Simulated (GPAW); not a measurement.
Here is a GPAW 26.7.0 calculation.

The input run.py:

```python
from ase import Atoms
from ase.dft.bandgap import bandgap
from ase.io import write
from ase.units import Bohr, GPa
from gpaw import GPAW, PW
from gpaw.elf import elf_from_dft_calculation

atoms = Atoms(['Cd', 'Cd', 'As', 'As', 'As', 'As', 'Ge', 'Ge'],
              cell=[[-2.9888745628, 2.9888745628, 5.6642966801],
                    [2.9888745628, -2.9888745628, 5.6642966801],
                    [2.9888745628, 2.9888745628, -5.6642966801]],
              scaled_positions=[[0.5, 0.5, 0.0],
                                [0.25, 0.75, 0.5],
                                [0.09621757, 0.125, 0.47121757],
                                [0.375, 0.90378243, 0.02878243],
                                [0.65378243, 0.625, 0.52878243],
                                [0.875, 0.34621757, 0.97121757],
                                [0.75, 0.25, 0.5],
                                [0.0, 0.0, 0.0]],
              pbc=True)

calc = GPAW(mode=PW(600),
            xc='PBE',
            kpts={'size': (6, 6, 6), 'gamma': True},
            occupations={'name': 'fermi-dirac', 'width': 0.05},
            nbands=45,
            convergence={'density': 1e-05, 'energy': 1e-05},
            maxiter=150,
            txt='gpaw.txt')
atoms.calc = calc
energy = atoms.get_potential_energy()
forces = atoms.get_forces()
stress = atoms.get_stress()
calc.write('gs.gpw')
write('result.traj', atoms)
print(f'Energy: {energy:.6f} eV')
print('Forces (eV/A):')
print(forces.round(4))
print('Stress (GPa):', (stress / GPa).round(3))
print('Fermi level:', round(calc.get_fermi_level(), 4), 'eV')
print(f'Gap: {bandgap(calc)[0]:.4f} eV, direct: {bandgap(calc, direct=True)[0]:.4f} eV')

# fields on the real-space grid
write('density.cube', atoms, data=calc.get_pseudo_density() * Bohr**3)
write('potential.cube', atoms, data=calc.get_electrostatic_potential())
write('elf.cube', atoms, data=elf_from_dft_calculation(calc).data)
```

Potentials or basis: GPAW PAW data sets (gpaw-data 1.2.1), pw.

Command:

```bash
$ OMP_NUM_THREADS=1 python run.py
```

Question: What does it give for the largest force?

Answer: 0.198 eV/Å.

Question: What does it give for the pressure?

Answer: 2.2 GPa.

Question: Predict the band gap on the k mesh.

Answer: 0.19 eV, indirect (least direct gap 0.22 eV).

Forces on the atoms (eV/Å):
```
Cd   0.000  0.000  0.000
Cd   0.000  0.000  0.000
As   0.000  0.198  0.000
As  -0.198  0.000  0.000
As   0.000 -0.198  0.000
As   0.198  0.000  0.000
Ge   0.000  0.000  0.000
Ge   0.000  0.000  0.000
```

**What was measured.**

From a printed reference work, data compilation, original work of 1975, for a bulk crystal of CdGeAs2 at 300 K: band gap 0.57 eV (direct).

A measured gap of CdGeAs2 is 0.57 eV (direct; 300 K; a printed reference work, data compilation, original work of 1975); the calculated 0.19 eV misses it by -0.38 eV. Spin-orbit coupling on As, Cd, Ge is left out. The value is that of PBE on a finite k mesh, which can miss the band edges, without temperature or zero-point motion. Semilocal functionals fall short of measured gaps as a rule. The cell is a database's relaxed one, not the measured one, which moves gaps too.
